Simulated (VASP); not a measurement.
# Be (P6_3/mmc) in VASP: a series of runs

One crystal, Be, is run at these levels: LDA; tasks: single point.

Everything below comes from runs of VASP 6.6.1. Logs are shortened: lines on timing, memory, paths and dates and some standing lists are left out, and cuts for length are marked.

## (1) The structure

The structure is hexagonal, space group P6_3/mmc (No. 194). The conventional cell has a = 2.285 Å, b = 2.285 Å, c = 3.584 Å, α = 90.00°, β = 90.00°, γ = 120.00°. Around Be (site symmetry -6m2) lie 12 Be at 2.23 to 2.29 Å.

## (2) Single point, LDA

INCAR reads:

```
  ADDGRID = F
  ALGO = Normal
  EDIFF = 1E-6
  ENCUT = 220
  GGA = CA
  ISIF = 2
  ISMEAR = 1
  LASPH = T
  LCHARG = F
  LREAL = F
  LWAVE = F
  NELM = 100
  PREC = Accurate
  SIGMA = 0.2
```

KPOINTS reads:

```
k-points
0
Gamma
  11 11 7
```

POSCAR reads:

```
Be
1.0
    2.2853000000      0.0000000000      0.0000000000
   -1.1426500000      1.9791278553      0.0000000000
    0.0000000000      0.0000000000      3.5842000000
Be
2
Direct
    0.6556040000      0.3139550000      0.7387090000
    0.3030700000      0.6820070000      0.2728280000
```

Potentials or basis: VASP PAW LDA potentials, release 64 (Be).

Command:

```
cat potpaw_LDA.64/Be/POTCAR > POTCAR
mpirun -np 1 vasp_std > vasp.out
```

OUTCAR:

```text
EDIFF = 1E-6
   ENCUT = 220
   GGA = CA
   ISIF = 2
   ISMEAR = 1
   LASPH = T
   LREAL = F
   NELM = 100
   PREC = Accurate

 Found    424 irreducible k-points:

 Following reciprocal coordinates:
            Coordinates               Weight
  0.000000  0.000000  0.000000      1.000000
  0.090909  0.000000  0.000000      2.000000
  0.000000  0.090909  0.000000      2.000000
 -0.090909  0.090909  0.000000      2.000000
  0.181818  0.000000  0.000000      2.000000
  0.000000  0.181818  0.000000      2.000000
   k-points           NKPTS =    424   k-points in BZ     NKDIM =    424   number of bands    NBANDS=      6
   number of dos      NEDOS =    301   number of ions     NIONS =      2
   total plane-waves  NPLWV =   2592
   dimension x,y,z NGX =    12 NGY =   12 NGZ =   18
   dimension x,y,z NGXF=    24 NGYF=   24 NGZF=   36
   ions per type =               2
   NGX,Y,Z   is equivalent  to a cutoff of   8.73,  8.73,  8.35 a.u.
   NGXF,Y,Z  is equivalent  to a cutoff of  17.46, 17.46, 16.70 a.u.
 SYSTEM =  unknown system
   PREC   = accura    normal or accurate (medium, high low for compatibility)
   ISTART =      0    job   : 0-new  1-cont  2-samecut
   ICHARG =      2    charge: 1-file 2-atom 10-const
   ISPIN  =      1    spin polarized calculation?
   LNONCOLLINEAR =      F non collinear calculations
   LSORBIT =      F    spin-orbit coupling
   LASPH  =      T    aspherical Exc in radial PAW
   ENCUT  =  220.0 eV  16.17 Ry    4.02 a.u.   2.76  2.76  4.33*2*pi/ulx,y,z
   NELM   =    100;   NELMIN=  2; NELMDL= -5     # of ELM steps
   EDIFF  = 0.1E-05   stopping-criterion for ELM
[... 30 lines left out ...]
 non-spin polarized calculation
 Methfessel and Paxton  Order N= 1 SIGMA  =   0.20
  energy-cutoff  :      220.00
  volume of cell :       16.21
 maximum number of plane-waves:       127
   NGX =  5   NGY =  5   NGZ =  9

 number of electron       4.0000000 magnetization

 Free energy of the ion-electron system (eV)
  ---------------------------------------------------
  ext. energy  EPLUGINS =         0.00000000
  ---------------------------------------------------
  free energy    TOTEN  =        -8.28328817 eV

  energy without entropy =       -8.28223835  energy(sigma->0) =       -8.28293823

 E-fermi :   6.8246     XC(G=0): -10.5323

 val. band max:        6.8137432139   @ k =  -0.2727  -0.3636   0.2857
 cond. band min:       6.8514915896   @ k =  -0.2727  -0.4545   0.0000
 fundamental gap:      0.0377483757
 Fermi energy:         6.8246272937

 k-point     1 :       0.0000    0.0000    0.0000
  band No.  band energies     occupation
      1      -4.5086      2.00000
      2       2.3153      2.00000
      3       7.6989     -0.00000
      4      21.5738      0.00000
      5      22.3178      0.00000
      6      24.1932      0.00000

 k-point     2 :       0.0909    0.0000    0.0000
  band No.  band energies     occupation
      1      -4.2786      2.00000
      2       2.6139      2.00000
      3       7.7593     -0.00000
      4      20.1060      0.00000
      5      20.9075      0.00000
      6      24.3708      0.00000

 k-point     3 :       0.0000    0.0909    0.0000
  band No.  band energies     occupation
      1      -4.2787      2.00000
      2       2.6143      2.00000
      3       7.7570     -0.00000
      4      20.1043      0.00000
      5      20.9106      0.00000
      6      24.4837      0.00000

 k-point     4 :      -0.0909    0.0909    0.0000
  band No.  band energies     occupation
      1      -4.2782      2.00000
      2       2.6121      2.00000
      3       7.7721     -0.00000
      4      20.2868      0.00000
      5      20.5562      0.00000
      6      24.4849      0.00000

 k-point     5 :       0.1818    0.0000    0.0000
  band No.  band energies     occupation
      1      -3.5874      2.00000
      2       3.5251      2.00000
      3       7.8809     -0.00000
      4      16.8835      0.00000
      5      18.9657      0.00000
      6      23.9673      0.00000

 k-point     6 :       0.0000    0.1818    0.0000
  band No.  band energies     occupation
      1      -3.5876      2.00000
      2       3.5269      2.00000
      3       7.8687     -0.00000
      4      16.9166      0.00000
      5      18.9650      0.00000
      6      24.0282      0.00000

 [... further k-points ...]
[... 5 lines left out ...]
  --------------------------------------------------------------------------------------
  -------------------------------------------------------------------------------------
  Total       -1.0757033     -0.7066251     -0.4937508      0.2315443      0.1204764     -0.1333499
  in kB     -106.3148155    -69.8377653    -48.7987976     22.8841815     11.9070234    -13.1793510
  external PRESSURE =     -74.9837928 kB  Pullay stress =       0.0000000 kB

 VOLUME and BASIS-vectors are now :
 -----------------------------------------------------------------------------
  energy-cutoff  :      220.00
  volume of cell :       16.21
      direct lattice vectors                 reciprocal lattice vectors
     2.285300000  0.000000000  0.000000000     0.437579311  0.252636533  0.000000000
    -1.142650000  1.979127855  0.000000000     0.000000000  0.505273066  0.000000000
     0.000000000  0.000000000  3.584200000     0.000000000  0.000000000  0.279002288

 POSITION                                       TOTAL-FORCE (eV/Angst)
 -----------------------------------------------------------------------------------
      1.13951      0.62136      2.64768        -0.244303      0.229886      0.882753
     -0.08669      1.34978      0.97787         0.244303     -0.229886     -0.882753
 -----------------------------------------------------------------------------------
    total drift:                                0.000000      0.000000      0.000001

  FREE ENERGIE OF THE ION-ELECTRON SYSTEM (eV)
  ---------------------------------------------------
  free  energy   TOTEN  =        -8.2832881698 eV

  energy  without entropy=       -8.2822383549  energy(sigma->0) =       -8.28293823
```

It took 4.1 s on 1 thread of AMD EPYC 9R45 (Zen 5), shared host; peak memory 0.08 GiB.

The run converged, but a check on its numbers failed (symmetry, net force, bounds or a known fault of this set-up), so they aren't taken as properties of the crystal.

Caveat: the cutoff lies under the usual one of these potentials, so the numbers hold a large basis-set error.

## (3) Single point, LDA

INCAR: that of step 2 with these lines changed.

```diff
@@ -3,3 +3,3 @@
   EDIFF = 1E-6
-  ENCUT = 220
+  ENCUT = 460
   GGA = CA
```

KPOINTS reads:

```
k-points
0
Gamma
  8 8 5
```

POSCAR reads:

```
Be
1.0
    2.2853000000      0.0000000000      0.0000000000
   -1.1426500000      1.9791278553      0.0000000000
    0.0000000000      0.0000000000      3.5842000000
Be
2
Direct
    0.6666666667      0.3333333333      0.7500000000
    0.3333333333      0.6666666667      0.2500000000
```

Potentials or basis: VASP PAW LDA potentials, release 64 (Be).

Command:

```
cat potpaw_LDA.64/Be/POTCAR > POTCAR
mpirun -np 1 vasp_std > vasp.out
```

Wall time 1.1 s (1 thread of AMD EPYC 9R45 (Zen 5), shared host); peak memory 0.08 GiB.

These settings aren't checked as converged: the numbers below hold their error.

What came out:

| Property | Result |
| --- | --- |
| Free energy | -8.3760 eV |
| Pressure | -7.9 GPa |
| Band gap on the k mesh | none (metal or under the smearing width) |

Caveat: the k mesh is coarse (spacing up to 0.40 Å⁻¹), so the values aren't converged.

## (4) Single point, LDA

INCAR is that of step 3.

KPOINTS is that of step 3.

POSCAR reads:

```
Be
1.0
    2.2853000000      0.0000000000      0.0000000000
   -1.1426500000      1.9791278553      0.0000000000
    0.0000000000      0.0000000000      3.5842000000
Be
2
Direct
    0.6556040000      0.3139550000      0.7387090000
    0.3030700000      0.6820070000      0.2728280000
```

Command:

```
cat potpaw_LDA.64/Be/POTCAR > POTCAR
mpirun -np 1 vasp_std > vasp.out
```

Run time: 3.8 s. Hardware: 1 thread of AMD EPYC 9R45 (Zen 5), shared host; peak memory 0.09 GiB.

The run converged, but some of its settings lie outside the range that counts as converged, so its numbers aren't taken as properties of the crystal.

What came out:

* Free energy: -8.3041 eV
* Pressure: -6.5 GPa
* Largest force: 0.962 eV/Å
* Band gap on the k mesh: none (metal or under the smearing width)

Caveat: the k mesh is coarse (spacing up to 0.40 Å⁻¹), so the values aren't converged.

## (5) For comparison

An earlier run on the cell as given: functional PBE; potentials or basis VASP PAW PBE potentials, release 64 (Be); cutoff 520 eV; k mesh 13 × 13 × 8; occupations fermi-dirac, width 0.05 eV; no spin polarisation.

- Pressure: -2.7 GPa
- Band gap on the k mesh: none (metal or under the smearing width)
